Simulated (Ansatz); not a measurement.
## Si: a prediction, then the measurements

Method: Ansatz, DFT PBE, scalar-relativistic, plane waves, PAW.

Plane waves to 420 eV, a k mesh through Γ of 8×8×8 on the computed 2-atom cell and Gaussian smearing (0.02 eV); no spin polarisation.

Relaxed structure:

```xyz
2
Lattice="0.0000 2.7348 2.7348 2.7348 0.0000 2.7348 2.7348 2.7348 0.0000" Properties=species:S:1:pos:R:3 pbc="T T T"
Si    1.3674    1.3674    1.3674
Si    0.0000    0.0000    0.0000
```

| Quantity | Value |
| --- | --- |
| Space group | Fd-3m (No. 227) |
| Volume per atom | 138.0 bohr³ |
| Energy over the standard state (uncorrected) | +0.001 eV/atom |
| Kohn–Sham band gap | 0.61 eV, indirect from Γ to (0.000, 0.419, 0.419) |
| Orbital (Löwdin) character of the top 1 eV of the valence band | Si 3p 96 % |
| Orbital (Löwdin) character of the lowest 1 eV of the conduction band | Si 3p 58 %, Si 3s 27 %, unprojected 15 % |
| Electron masses at the edge by direction of the standard setting (m_e; one valley, along these axes only; no spin-orbit coupling) | x: 0.95; y: 0.20; z: 0.20 |
| Hole masses at the edge by direction of the standard setting (m_e; one valley, along these axes only; no spin-orbit coupling) | x: 0.27, 0.27, 0.16; y: 0.27, 0.27, 0.16; z: 0.27, 0.27, 0.16 |
| Bader charge by site (e) | Si (2 in the cell) 0.00 |

**Against measurements.**

Measured lattice constant a of Si: 5.43107 Å (298.2 K; a printed reference work (textbook)). This calculation gives 5.470 Å (+0.7 %). The calculation is for 0 K without zero-point motion. Measured band gap of Si: 1.17 eV (indirect; 77 K; a printed reference work (textbook)). This calculation gives 0.61 eV (-0.56 eV). Kohn–Sham gaps of semilocal functionals fall short of measured ones as a rule.

The cell was reached from a generator's guess, though it ends in a space group that the Crystallography Open Database lists for this formula. Löwdin shares on free-atom orbitals overweight diffuse shells in the empty bands.
